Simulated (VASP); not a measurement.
# MgO (P6_3mc) in VASP: Born charges and dielectric tensor with LDA

Aim: the Born charges and dielectric tensor of MgO with LDA.

Everything below comes from runs of VASP 6.6.1. Logs are shortened: lines on timing, memory, paths and dates and some standing lists are left out, and cuts for length are marked.

## 1. The structure

The structure is hexagonal, space group P6_3mc (No. 186). Conventional cell: a = 3.300 Å, b = 3.300 Å, c = 5.009 Å, α = 90.00°, β = 90.00°, γ = 120.00°. Mg (site symmetry 3m) is surrounded by 4 O at 1.97 to 1.99 Å. O (site symmetry 3m) is surrounded by 4 Mg at 1.97 to 1.99 Å.

Measurements of this composition are mostly on another form, of space group No. 225.

## 2. Born charges and dielectric tensor, LDA

Contents of INCAR:

```
SYSTEM = MgO
ALGO = Normal ; EDIFF = 1E-8
ENCUT = 600 ; IBRION = 8
ISIF = 2 ; ISMEAR = 0
LASPH = .True. ; LCHARG = .False.
LEPSILON = .True. ; LREAL = .False.
LWAVE = .False. ; NELM = 60
NSW = 1 ; PREC = Accurate
SIGMA = 0.02
```

Contents of KPOINTS:

```
k-points
0
Gamma
  9 9 6
  0 0 0
```

Contents of POSCAR:

```
MgO
1.0
    3.3004900000      0.0000000000      0.0000000000
   -1.6502500000      2.8583100000      0.0000000000
    0.0000000000      0.0000000000      5.0086300000
Mg O
2 2
Direct
    0.3333300000      0.6666700000      0.0034600000
    0.6666700000      0.3333300000      0.5034600000
    0.3333300000      0.6666700000      0.4011400000
    0.6666700000      0.3333300000      0.9011400000
```

Potentials or basis: VASP PAW LDA potentials, release 64 (Mg, O).

Started as:

```console
$ cat potpaw_LDA.64/Mg/POTCAR potpaw_LDA.64/O/POTCAR > POTCAR
$ mpirun -np 1 vasp_std > vasp.out
```

OUTCAR:

```text
SYSTEM = MgO
   EDIFF = 1E-8
   ENCUT = 600
   IBRION = 8
   ISIF = 2
   ISMEAR = 0
   LASPH = .True.
   LEPSILON = .True.
   LREAL = .False.
   NELM = 60
   NSW = 1
   PREC = Accurate

 ion  position               nearest neighbor table
   1  0.333  0.667  0.003-   4 1.97   4 1.97   4 1.97   3 1.99   2 3.15   2 3.15   2 3.15   2 3.15
                             2 3.15   2 3.15
   2  0.667  0.333  0.503-   3 1.97   3 1.97   3 1.97   4 1.99   1 3.15   1 3.15   1 3.15   1 3.15
                             1 3.15   1 3.15
   3  0.333  0.667  0.401-   2 1.97   2 1.97   2 1.97   1 1.99
   4  0.667  0.333  0.901-   1 1.97   1 1.97   1 1.97   2 1.99

  LATTYP: Found a hexagonal cell.
 ALAT       =     3.3004900000
 C/A-ratio  =     1.5175413348

  Lattice vectors:

 A1 = (   3.3004900000,   0.0000000000,   0.0000000000)
 A2 = (  -1.6502500000,   2.8583100000,   0.0000000000)
 A3 = (   0.0000000000,   0.0000000000,   5.0086300000)

Analysis of symmetry for initial positions (statically):
=====================================================================
 Subroutine PRICEL returns:
 Original cell was already a primitive cell.

 Routine SETGRP: Setting up the symmetry group for a
 hexagonal supercell.

 Subroutine GETGRP returns: Found  4 space group operations
 (whereof  2 operations were pure point group operations)
 out of a pool of 24 trial point group operations.

The static configuration has the point symmetry C_1h.
 The point group associated with its full space group is C_2v.

Analysis of symmetry for dynamics (positions and initial velocities):
=====================================================================
 Subroutine PRICEL returns:
 Original cell was already a primitive cell.

 Routine SETGRP: Setting up the symmetry group for a
 hexagonal supercell.

 Subroutine GETGRP returns: Found  4 space group operations
 (whereof  2 operations were pure point group operations)
[... 636 lines left out ...]
 ion    1
    1     1.79183    -0.00000    -0.00000
    2    -0.00000     1.79183     0.00000
    3    -0.00001     0.00000     1.89973
 ion    2
    1     1.79183    -0.00000     0.00000
    2    -0.00000     1.79183    -0.00000
    3     0.00001    -0.00000     1.89973
 ion    3
    1    -1.79183     0.00000    -0.00000
    2     0.00000    -1.79183     0.00000
    3    -0.00001     0.00000    -1.89973
 ion    4
    1    -1.79183     0.00000     0.00000
    2     0.00000    -1.79183    -0.00000
    3     0.00001    -0.00000    -1.89973

 INTERNAL STRAIN TENSOR FOR ION    4 for displacements in x,y,z  (eV/Angst):
          X           Y           Z          XY          YZ          ZX
  --------------------------------------------------------------------------------
  x     0.00015     0.00272     0.00048     7.87476     0.00100     3.44198
  y     7.98229    -7.98398    -0.00028    -0.19147     3.38636     0.00100
  z     3.88354     3.88266   -10.63678    -0.00077     0.00377     0.00308

 SECOND DERIVATIVES (NOT SYMMETRIZED)
 ------------------------------------
               1X          1Y          1Z          2X          2Y          2Z          3X          3Y          3Z          4X          4Y          4Z
  1X   -10.193916   -0.001165   -0.000558    0.568972    0.000027   -0.000028    0.861535    0.000028    0.000027    8.763409    0.001111    0.000560
  1Y    -0.001165  -10.195295    0.000322    0.000027    0.569005    0.000016    0.000028    0.861570   -0.000015    0.001111    8.764720   -0.000323
  1Z    -0.000534    0.000308  -11.590573    0.000048   -0.000028    5.040148   -0.000785    0.000453    2.864295    0.001271   -0.000734    3.686129
  2X     0.568972    0.000027    0.000028  -10.193916   -0.001165    0.000558    8.763409    0.001111   -0.000560    0.861535    0.000028   -0.000027
  2Y     0.000027    0.569005   -0.000016   -0.001165  -10.195295   -0.000322    0.001111    8.764720    0.000323    0.000028    0.861570    0.000015
  2Z    -0.000048    0.000028    5.040148    0.000534   -0.000308  -11.590573   -0.001271    0.000734    3.686129    0.000785   -0.000453    2.864295
  3X     0.858695    0.000286   -0.000005    8.761265    0.001472   -0.000477  -10.232192   -0.002377    0.000461    0.612232    0.000619    0.000022
  3Y     0.000286    0.859028    0.000003    0.001472    8.762994    0.000276   -0.002377  -10.234970   -0.000266    0.000619    0.612948   -0.000012
  3Z    -0.000010    0.000006    2.857058   -0.000585    0.000338    3.690621    0.000685   -0.000395  -11.173739   -0.000090    0.000052    4.626061
  4X     8.761265    0.001472    0.000477    0.858695    0.000286    0.000005    0.612232    0.000619   -0.000022  -10.232192   -0.002377   -0.000461
  4Y     0.001472    8.762994   -0.000276    0.000286    0.859028   -0.000003    0.000619    0.612948    0.000012   -0.002377  -10.234970    0.000266
  4Z     0.000585   -0.000338    3.690621    0.000010   -0.000006    2.857058    0.000090   -0.000052    4.626061   -0.000685    0.000395  -11.173739

 Eigenvectors and eigenvalues of the dynamical matrix
 ----------------------------------------------------

   1 f  =   15.613969 THz    98.105461 2PiTHz  520.825946 cm-1    64.574158 meV
             X         Y         Z           dx          dy          dz
     -0.000020  1.905550  0.017330    -0.221273   -0.386747    0.000005
      1.650260  0.952760  2.521645    -0.221273   -0.386747   -0.000005
     -0.000020  1.905550  2.009162     0.272665    0.476570    0.000034
      1.650260  0.952760  4.513477     0.272665    0.476570   -0.000034
[... 71 lines left out ...]
  12 f/i=    0.002121 THz     0.013324 2PiTHz    0.070736 cm-1     0.008770 meV
             X         Y         Z           dx          dy          dz
     -0.000020  1.905550  0.017330    -0.475484    0.274522    0.000001
      1.650260  0.952760  2.521645    -0.475484    0.274522   -0.000001
     -0.000020  1.905550  2.009162    -0.385894    0.222797    0.000001
      1.650260  0.952760  4.513477    -0.385894    0.222797   -0.000001

--------------------------------------------------------------------------------------------------------

 MACROSCOPIC STATIC DIELECTRIC TENSOR IONIC CONTRIBUTION
 ------------------------------------------------------
           2.555616    -0.000397    -0.000000
          -0.000397     2.555166    -0.000000
          -0.000000    -0.000000     4.220794
 ------------------------------------------------------

 ELASTIC MODULI CONTR FROM IONIC RELAXATION (kBar)
 Direction    XX          YY          ZZ          XY          YZ          ZX
 --------------------------------------------------------------------------------
 XX        -583.8011    271.7410    427.1460      9.5881     -0.0000      0.0000
 YY         271.7410   -584.9648    428.4624    -10.5926     -0.0000      0.0000
 ZZ         427.1460    428.4624  -1170.7736      1.1389     -0.0000     -0.0000
 XY           9.5881    -10.5926      1.1389   -417.2611     -0.0000     -0.0000
 YZ          -0.0000     -0.0000     -0.0000     -0.0000    -78.0064     -0.0320
 ZX           0.0000      0.0000     -0.0000      0.0000     -0.0320    -81.6778
 --------------------------------------------------------------------------------

 PIEZOELECTRIC TENSOR IONIC CONTR  for field in x, y, z        (C/m^2)
          XX          YY          ZZ          XY          YZ          ZX
  --------------------------------------------------------------------------------
  x     0.00000     0.00000    -0.00000    -0.00000    -0.00005    -0.42990
  y     0.00000    -0.00000    -0.00000    -0.00000    -0.42009    -0.00005
  z    -0.76313    -0.76552     2.09173    -0.00207     0.00000     0.00000
```

OSZICAR:

```text
N       E                     dE             d eps       ncg     rms          rms(c)
DAV:   1     0.764038487351E+02    0.76404E+02   -0.84596E+03  2400   0.132E+03
DAV:   2    -0.252014400085E+02   -0.10161E+03   -0.93493E+02  3316   0.248E+02
DAV:   3    -0.304856415458E+02   -0.52842E+01   -0.52622E+01  3064   0.627E+01
DAV:   4    -0.305164499240E+02   -0.30808E-01   -0.30806E-01  2528   0.567E+00
[... 12 lines left out ...]
RMM:   9    -0.372797648944E+00    0.65902E-06    0.17754E-08  6038   0.225E-04    0.386E-05
RMM:  10    -0.372797814847E+00   -0.16590E-06   -0.58836E-09  6125   0.701E-05    0.175E-05
RMM:  11    -0.372797679620E+00    0.13523E-06   -0.99777E-09  6034   0.507E-05    0.635E-06
RMM:  12    -0.372797743718E+00   -0.64098E-07   -0.22681E-08  6216   0.133E-05    0.687E-07
RMM:  13    -0.372797745958E+00   -0.22404E-08   -0.14633E-08  5259   0.270E-06    0.414E-07
 Linear response finished
```

stdout:

```text
POSCAR found type information on POSCAR MgO
 POSCAR found :  2 types and       4 ions
 scaLAPACK will be used
 LDA part: xc-table for (Slater(with rela. corr.)+CA(PZ))
 , standard interpolation
 POSCAR, INCAR and KPOINTS ok, starting setup
 FFT: planning ... GRIDC
 FFT: planning ... GRID_SOFT
 FFT: planning ... GRID
[... 33 lines left out ...]
 first order change of Fermi-energy  -0.12853E+00
 force on displaced ion       1 direction 3 :  -0.001   0.000 -11.591
 Born effective charge ion    1 direction 3 :   0.000  -0.000   1.900
 Linear response progress:
 first order change of Fermi-energy   0.10928E+00
 force on displaced ion       3 direction 1 : -10.232  -0.002   0.000
 Born effective charge ion    3 direction 1 :  -1.792   0.000  -0.000
 Linear response progress:
 first order change of Fermi-energy   0.12860E+00
 force on displaced ion       3 direction 3 :   0.001  -0.000 -11.174
 Born effective charge ion    3 direction 3 :  -0.000   0.000  -1.900
 Born effective charges drift removed
 Linear response finished
```

Wall time 8.7 min (1 thread of Intel Xeon 6975P-C (Granite Rapids), shared host); peak memory 0.55 GiB.

Results:

```yaml
Band_gap_on_the_k_mesh: 3.39 eV, direct
Electronic_dielectric_tensor_diagonal: 2.95, 2.95, 3.06
Born_charges_mean_of_the_diagonal: Mg +1.83; O -1.83 e
Highest_phonon_frequency_at_Γ_LO-TO_splitting_left_out: 521 cm⁻¹
```

Phonon frequencies in cm⁻¹ (negative: imaginary):
| q point | frequencies |
| --- | --- |
| (0.000, 0.000, 0.000) | 0 0 0 197 197 430 430 516 516 520 521 521 |

Electronic dielectric tensor:
```
2.95 0.00 0.00
0.00 2.95 0.00
0.00 0.00 3.06
```

Born effective charge tensors (e):
atom 1, Mg
```
1.79 0.00 0.00
0.00 1.79 0.00
0.00 0.00 1.90
```
atom 2, Mg
```
1.79 0.00 0.00
0.00 1.79 0.00
0.00 0.00 1.90
```
atom 3, O
```
-1.79  0.00  0.00
 0.00 -1.79  0.00
 0.00  0.00 -1.90
```
atom 4, O
```
-1.79  0.00  0.00
 0.00 -1.79  0.00
 0.00  0.00 -1.90
```

Caveat: an odd mesh through Γ misses points on the zone boundary, where band edges often lie.
